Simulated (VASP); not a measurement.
# Y (Cmce) in VASP: a series of runs

Runs on Y. Level: PBE. Tasks: relaxation of cell and atoms, single point.

Everything below comes from runs of VASP 6.6.1. Logs are shortened: lines on timing, memory, paths and dates and some standing lists are left out, and cuts for length are marked.

## 1. The crystal as given

The structure is orthorhombic, space group Cmce (No. 64). Conventional cell: a = 4.060 Å, b = 12.878 Å, c = 5.372 Å, α = 90.00°, β = 90.00°, γ = 90.00°. Y (site symmetry m) is surrounded by 3 Y at 2.66 to 2.70 Å.

The cell was built by a generator and needn't be a form met in nature.

## 2. Relaxation of cell and atoms, PBE

Contents of INCAR:

```
SYSTEM = Y
PREC = Accurate
ENCUT = 600
EDIFF = 1E-7
ISMEAR = 0
SIGMA = 0.1
LREAL = .False.
LASPH = .True.
NELM = 60
ALGO = Normal
ISIF = 3
LWAVE = .False.
LCHARG = .False.
GGA = PE
IBRION = 2
NSW = 90
EDIFFG = -0.04
```

Contents of KPOINTS:

```
Automatic mesh
0
Gamma
  4 4 4
  0 0 0
```

Contents of POSCAR:

```
Y
1.0
    2.0298146149     -6.4389889595      0.0000000000
    2.0298146149      6.4389889595      0.0000000000
    0.0000000000      0.0000000000      5.3719565034
Y
4
Direct
    0.0980000000      0.9020000000      0.9100000000
    0.5980000000      0.4020000000      0.5900000000
    0.9020000000      0.0980000000      0.0900000000
    0.4020000000      0.5980000000      0.4100000000
```

Potentials or basis: VASP PAW PBE potentials, release 64 (Y_sv).

Run with:

```sh
> cat potpaw_PBE.64/Y_sv/POTCAR > POTCAR
> mpirun -np 1 vasp_std > vasp.out
```

OUTCAR:

```text
SYSTEM = Y
   PREC = Accurate
   ENCUT = 600
   EDIFF = 1E-7
   ISMEAR = 0
   LREAL = .False.
   LASPH = .True.
   NELM = 60
   ISIF = 3
   GGA = PE
   IBRION = 2
   NSW = 90
   EDIFFG = -0.04

 ion  position               nearest neighbor table
   1  0.098  0.902  0.910-   2 2.66   2 2.66   3 2.70   2 4.18   2 4.18   4 4.21   4 4.21   4 4.21
                             4 4.21
   2  0.598  0.402  0.590-   1 2.66   1 2.66   4 2.70   1 4.18   1 4.18   3 4.21   3 4.21   3 4.21
                             3 4.21
   3  0.902  0.098  0.090-   4 2.66   4 2.66   1 2.70   4 4.18   4 4.18   2 4.21   2 4.21   2 4.21
                             2 4.21
   4  0.402  0.598  0.410-   3 2.66   3 2.66   2 2.70   3 4.18   3 4.18   1 4.21   1 4.21   1 4.21
                             1 4.21

  LATTYP: Found a base centered orthorhombic cell.
 ALAT       =     4.0596292298
 B/A-ratio  =     3.1722054380
 C/A-ratio  =     1.3232628399

  Lattice vectors:

 A1 = (   2.0298146149,  -6.4389889595,   0.0000000000)
 A2 = (   2.0298146149,   6.4389889595,   0.0000000000)
 A3 = (   0.0000000000,   0.0000000000,   5.3719565034)

Analysis of symmetry for initial positions (statically):
=====================================================================
 Subroutine PRICEL returns:
 Original cell was already a primitive cell.

 Routine SETGRP: Setting up the symmetry group for a
 base centered orthorhombic supercell.

 Subroutine GETGRP returns: Found  8 space group operations
 (whereof  4 operations were pure point group operations)
 out of a pool of  8 trial point group operations.

The static configuration has the point symmetry C_2h.
 The point group associated with its full space group is D_2h.

Analysis of symmetry for dynamics (positions and initial velocities):
=====================================================================
 Subroutine PRICEL returns:
 Original cell was already a primitive cell.

 Routine SETGRP: Setting up the symmetry group for a
 base centered orthorhombic supercell.

 Subroutine GETGRP returns: Found  8 space group operations
 (whereof  4 operations were pure point group operations)
 out of a pool of  8 trial point group operations.

The dynamic configuration has the point symmetry C_2h.
 The point group associated with its full space group is D_2h.

 Subroutine INISYM returns: Found  8 space group operations
 (whereof  4 operations are pure point group operations),
 and found     1 'primitive' translations

----------------------------------------------------------------------------------------

                                     Primitive cell

  volume of cell :     140.4224

  direct lattice vectors                    reciprocal lattice vectors
     2.029814615 -6.438988959  0.000000000     0.246327914 -0.077651942  0.000000000
     2.029814615  6.438988959  0.000000000     0.246327914  0.077651942  0.000000000
     0.000000000  0.000000000  5.371956503     0.000000000  0.000000000  0.186151917

  length of vectors
     6.751349953  6.751349953  5.371956503     0.258277497  0.258277497  0.186151917

  position of ions in fractional coordinates (direct lattice)
     0.098000000  0.902000000  0.910000000
     0.598000000  0.402000000  0.590000000
     0.902000000  0.098000000  0.090000000
     0.402000000  0.598000000  0.410000000

  ion indices of the primitive-cell ions
   primitive index   ion index
                 1           1
                 2           2
                 3           3
                 4           4

----------------------------------------------------------------------------------------

 KPOINTS: Automatic mesh

Automatic generation of k-mesh.
 Grid dimensions read from file:
 generate k-points for:    4    4    4

 Generating k-lattice:

  Cartesian coordinates                     Fractional coordinates (reciprocal lattice)
     0.061581979 -0.019412986  0.000000000     0.250000000 -0.000000000  0.000000000
     0.061581979  0.019412986  0.000000000    -0.000000000  0.250000000  0.000000000
     0.000000000  0.000000000  0.046537979     0.000000000  0.000000000  0.250000000

  Length of vectors
     0.064569374  0.064569374  0.046537979

  Shift w.r.t. Gamma in fractional coordinates (k-lattice)
     0.000000000  0.000000000  0.000000000

 Subroutine IBZKPT returns following result:
 ===========================================

 Found     21 irreducible k-points:

 Following reciprocal coordinates:
            Coordinates               Weight
  0.000000  0.000000  0.000000      1.000000
  0.250000  0.000000  0.000000      4.000000
  0.500000  0.000000  0.000000      2.000000
  0.250000  0.250000  0.000000      2.000000
  0.500000  0.250000  0.000000      4.000000
 -0.250000  0.250000  0.000000      2.000000
[... 13 lines left out ...]
 -0.250000  0.250000  0.500000      2.000000
  0.500000  0.500000  0.500000      1.000000
   k-points           NKPTS =     21   k-points in BZ     NKDIM =     21   number of bands    NBANDS=     26
   number of dos      NEDOS =    301   number of ions     NIONS =      4
   total plane-waves  NPLWV = 139968
   dimension x,y,z NGX =    54 NGY =   54 NGZ =   48
   dimension x,y,z NGXF=   108 NGYF=  108 NGZF=   96
   ions per type =               4
   NGX,Y,Z   is equivalent  to a cutoff of  13.30, 13.30, 14.85 a.u.
   NGXF,Y,Z  is equivalent  to a cutoff of  26.59, 26.59, 29.71 a.u.
 SYSTEM =  Y
   PREC   = accura    normal or accurate (medium, high low for compatibility)
   ISTART =      0    job   : 0-new  1-cont  2-samecut
   ICHARG =      2    charge: 1-file 2-atom 10-const
   ISPIN  =      1    spin polarized calculation?
   LNONCOLLINEAR =      F non collinear calculations
   LSORBIT =      F    spin-orbit coupling
   LASPH  =      T    aspherical Exc in radial PAW
   ENCUT  =  600.0 eV  44.10 Ry    6.64 a.u.  13.48 13.48 10.73*2*pi/ulx,y,z
   NELM   =     60;   NELMIN=  2; NELMDL= -5     # of ELM steps
   EDIFF  = 0.1E-06   stopping-criterion for ELM
   LREAL  =      F    real-space projection
   EDIFFG = -.4E-01   stopping-criterion for IOM
   NSW    =     90    number of steps for IOM
   IBRION =      2    ionic relax: 0-MD 1-quasi-New 2-CG
   NFREE  =      1    steps in history (QN), initial steepest desc. (CG)
   ISIF   =      3    stress and relaxation
   ISYM   =      2    0-nonsym 1-usesym 2-fastsym
   POTIM  = 0.5000    time-step for ionic-motion
   TEBEG  =    0.0;   TEEND  =   0.0 temperature during run
   PSTRESS=    0.0 pullay stress
   NELECT =      44.0000    total number of electrons
   NUPDOWN=      -1.0000    fix difference up-down
   EMIN   =  10.00;   EMAX   =-10.00  energy-range for DOS
   EFERMI =   0.00;   METHOD = LEGACY
   ISMEAR =     0;   SIGMA  =   0.10  broadening in eV -4-tet -1-fermi 0-gaus
   EFERMI_NEDOS =   21; number of points for ismear=-14 and -15
   IALGO  =     38    algorithm
   IMIX   =      4    mixing-type and parameters
     AMIX     =   0.40;   BMIX     =  1.00
     AMIX_MAG =   1.60;   BMIX_MAG =  1.00
  volume/ion in A,a.u.               =      35.11       236.90
  Fermi-wavevector in a.u.,A,eV,Ry     =   1.111937  2.101256 16.822298  1.236404
  Thomas-Fermi vector in A             =   2.248506
   LORBIT       =      0    0 simple, 1 ext, 2 COOP (PROOUT), +10 PAW based schemes
   GGA     = PE    functional components
   LHFCALC =     F    Hartree Fock is set to
   AEXX    =    0.0000 exact exchange contribution
   IVDW    =     0    specifies the selected vdW correction
   LEPSILON=     F    determine dielectric tensor
   LRPA    =     F    only Hartree local field effects (RPA)
 conjugate gradient relaxation of ions
 non-spin polarized calculation
 Gauss-broadening in eV      SIGMA  =   0.10
  energy-cutoff  :      600.00
  volume of cell :      140.42
 maximum number of plane-waves:      4720
 NGX is ok and might be reduce to    54

--------------------------------------- Ionic step        1  -------------------------------------------

 number of electron      44.0000001 magnetization

 Free energy of the ion-electron system (eV)
  ---------------------------------------------------
  ext. energy  EPLUGINS =         0.00000000
  ---------------------------------------------------
  free energy    TOTEN  =       -19.29579932 eV

  energy without entropy =      -19.28123616  energy(sigma->0) =      -19.28851774

------------------------ aborting loop because EDIFF is reached ----------------------------------------

  FORCE on cell =-STRESS in cart. coord.  units (eV):
  Direction    XX          YY          ZZ          XY          YZ          ZX
  --------------------------------------------------------------------------------------
  -------------------------------------------------------------------------------------
  Total        2.1788477     -1.4856360      0.5042797      0.0000000      0.0000000      0.0000000
  in kB       24.8599883    -16.9506543      5.7536774      0.0000000      0.0000000      0.0000000
  external PRESSURE =       4.5543371 kB  Pullay stress =       0.0000000 kB
[... 95 lines left out ...]
  FREE ENERGIE OF THE ION-ELECTRON SYSTEM (eV)
  ---------------------------------------------------
  free  energy   TOTEN  =       -23.0850693014 eV

  energy  without entropy=      -23.0218323020  energy(sigma->0) =      -23.05345080

[... ionic steps 4 to 21 ...]

--------------------------------------- Ionic step       22  -------------------------------------------

 number of electron      44.0000002 magnetization

------------------------ aborting loop because EDIFF is reached ----------------------------------------

  FORCE on cell =-STRESS in cart. coord.  units (eV):
  Direction    XX          YY          ZZ          XY          YZ          ZX
  --------------------------------------------------------------------------------------
  -------------------------------------------------------------------------------------
  Total       -0.1829233      0.1093262      0.1223776      0.0000000     -0.0000000      0.0000000
  in kB       -2.1826501      1.3044860      1.4602150      0.0000000     -0.0000000      0.0000000
  external PRESSURE =       0.1940170 kB  Pullay stress =       0.0000000 kB
[... 61 lines left out ...]
  energy  without entropy=      -24.8983715755  energy(sigma->0) =      -24.91166279

--------------------------------------- Ionic step       24  -------------------------------------------

 number of electron      44.0000002 magnetization

 Free energy of the ion-electron system (eV)
  ---------------------------------------------------
  ext. energy  EPLUGINS =         0.00000000
  ---------------------------------------------------
  free energy    TOTEN  =       -24.92570248 eV

  energy without entropy =      -24.89869943  energy(sigma->0) =      -24.91220095

 E-fermi :   2.8765     XC(G=0):  -9.3047

 val. band max:        2.8738117473   @ k =   0.2500   0.0000   0.5000
 cond. band min:       2.8807385552   @ k =   0.0000   0.0000   0.0000
 fundamental gap:      0.0069268079
 Fermi energy:         2.8765237038

 k-point     1 :       0.0000    0.0000    0.0000
  band No.  band energies     occupation
      1     -39.9461      2.00000
      2     -39.8767      2.00000
      3     -39.8710      2.00000
      4     -39.8119      2.00000
      5     -20.2584      2.00000
      6     -20.2246      2.00000
[... 629 lines left out ...]
  FREE ENERGIE OF THE ION-ELECTRON SYSTEM (eV)
  ---------------------------------------------------
  free  energy   TOTEN  =       -24.9257024848 eV

  energy  without entropy=      -24.8986994252  energy(sigma->0) =      -24.91220095

 reached required accuracy - stopping structural energy minimisation
```

Run time: 77 min. Hardware: 1 thread of AMD EPYC 7R43 (Zen 3), shared host; peak memory 0.45 GiB.

Results:

* Free energy: -24.9257 eV
* Relaxed volume: 33.61 Å³/atom
* Relaxed cell: a = 6.517 Å, b = 6.517 Å, c = 5.799 Å, α = 90.00°, β = 90.00°, γ = 146.91°
* Space group after relaxing (to 0.05 Å): Fmmm (No. 69)
* Energy gained by relaxing: 1407.5 meV/atom
* Ionic steps: 24
* Pressure after relaxing: 0.0 GPa
* Largest force after relaxing: 0.028 eV/Å
* Band gap on the k mesh: none (metal or under the smearing width)

Forces on the atoms (eV/Å):
```
Y    0.000  0.027 -0.006
Y    0.000  0.027  0.006
Y    0.000 -0.027  0.006
Y    0.000 -0.027 -0.006
```

Stress tensor (GPa, compression positive):
```
-0.09  0.00  0.00
 0.00 -0.07  0.00
 0.00  0.00  0.03
```

The path:
| step | energy change (eV) | largest force (eV/Å) | pressure (GPa) | volume (Å³) |
| --- | --- | --- | --- | --- |
| 1 | 0.0000 | 2.4925 | 0.46 | 140.42 |
| 2 | -1.1743 | 2.3394 | -0.93 | 142.39 |
| 3 | -3.7893 | 1.9387 | -2.67 | 147.57 |
| 4 | -2.7887 | 1.1081 | -0.11 | 154.40 |
| 5 | -3.8103 | 1.4366 | -2.21 | 152.04 |
| 6 | -4.0096 | 1.8489 | -2.77 | 149.99 |
| 7 | -4.6957 | 1.2843 | -0.87 | 140.26 |
| 8 | -4.7000 | 1.2922 | -0.64 | 139.54 |
| 9 | -4.9761 | 0.9776 | -0.25 | 137.75 |
| 10 | -5.2589 | 0.1288 | 0.79 | 133.59 |
| 11 | -5.3209 | 0.1888 | -0.13 | 137.05 |
| 12 | -5.3895 | 0.3785 | -1.75 | 144.56 |
| 13 | -5.4212 | 0.3922 | -1.77 | 144.57 |
| 14 | -5.4808 | 0.4575 | -1.72 | 144.40 |
| 15 | -5.4838 | 0.4803 | -1.67 | 144.30 |
| 16 | -5.5187 | 0.4701 | -1.21 | 141.96 |
| 17 | -5.5766 | 0.4424 | 0.35 | 135.08 |
| 18 | -5.5793 | 0.4362 | 0.84 | 133.19 |
| 19 | -5.6034 | 0.3036 | 0.62 | 133.33 |
| 20 | -5.6259 | 0.0817 | 0.22 | 133.64 |
| 21 | -5.6260 | 0.0812 | 0.20 | 133.66 |
| 22 | -5.6283 | 0.0557 | 0.02 | 134.28 |
| 23 | -5.6292 | 0.0312 | -0.16 | 134.90 |
| 24 | -5.6299 | 0.0277 | -0.05 | 134.46 |

Final structure:
```
Y
1.0
     1.85577   -6.24718    0.00000
     1.85577    6.24718    0.00000
     0.00000    0.00000    5.79901
Y
4
Direct
  0.13839 0.86161 0.00013
  0.63839 0.36161 0.49987
  0.86161 0.13839 0.99987
  0.36161 0.63839 0.50013
```

Caveat: the k mesh is coarse (spacing up to 0.41 Å⁻¹), so the values aren't converged.

## 3. Single point, PBE

This run uses another cell than the first one: it holds 2 atoms, not 4.

Contents of INCAR:

```
SYSTEM = Y
ALGO     = Normal         ! electronic algorithm
EDIFF    = 1E-6           ! SCF threshold, eV
ENCUT    = 520            ! plane-wave cutoff, eV
GGA      = PE             ! functional
ISIF     = 2              ! what is computed and relaxed
ISMEAR   = 0              ! smearing method
LASPH    = .True.         ! aspherical terms in the spheres
LCHARG   = .False.        ! write CHGCAR
LREAL    = .False.        ! projectors in reciprocal space
LWAVE    = .False.        ! write WAVECAR
NBANDS   = 18             ! bands
NELM     = 100            ! most SCF steps
PREC     = Accurate       ! precision mode
SIGMA    = 0.1            ! smearing width, eV
```

Contents of KPOINTS:

```
k-points
0
Gamma
  6 6 6
  0 0 0
```

Contents of POSCAR:

```
Y
1.0
    0.0000000000      2.8969741365      6.2468108750
    1.8580511704      0.0000000000      6.2468108750
    1.8580511704      2.8969741365      0.0000000000
Y
2
Direct
    0.8621292245      0.8621292245      0.1378707755
    0.1378707755      0.1378707755      0.8621292245
```

Potentials or basis: VASP PAW PBE potentials, release 64 (Y_sv).

Run with:

```sh
> cat potpaw_PBE.64/Y_sv/POTCAR > POTCAR
> mpirun -np 1 vasp_std > vasp.out
```

Run time: 2.1 min. Hardware: 1 thread of AMD EPYC 7R43 (Zen 3), shared host; peak memory 0.26 GiB.

Results (log left out):

```yaml
Free_energy: -12.4651 eV
Pressure: -0.3 GPa
Largest_force: 0.025 eV/Å
Band_gap_on_the_k_mesh: none (metal or under the smearing width)
```

Forces in eV/Å, atoms in the order of the input:
```
Y    0.000  0.000 -0.025
Y    0.000  0.000  0.025
```

Stress tensor (GPa, compression positive):
```
-0.17  0.00  0.00
 0.00 -0.44  0.00
 0.00  0.00 -0.42
```

Levels at points of the mesh, in eV from the Fermi level:
| k point | band 8 | band 9 | band 10 | band 11 | band 12 | band 13 | band 14 | band 15 |
| --- | --- | --- | --- | --- | --- | --- | --- | --- |
| (0.00, 0.00, 0.00) | -22.37 | -4.50 | -1.86 | 0.11 | 0.98 | 1.22 | 1.71 | 2.76 |
| (0.50, 0.00, 0.00) | -22.43 | -1.63 | -1.30 | -0.36 | 0.15 | 0.79 | 1.80 | 3.13 |
| (0.50, 0.50, 0.00) | -22.35 | -3.51 | -3.13 | -0.32 | 1.01 | 1.55 | 1.99 | 2.54 |
| (0.50, 0.00, 0.50) | -22.36 | -1.72 | -1.38 | -0.83 | 0.92 | 1.55 | 2.01 | 3.17 |
| (0.00, 0.50, 0.50) | -22.52 | -1.22 | -0.99 | -0.74 | -0.20 | 1.28 | 1.41 | 3.42 |

[end of part 1 of 2]
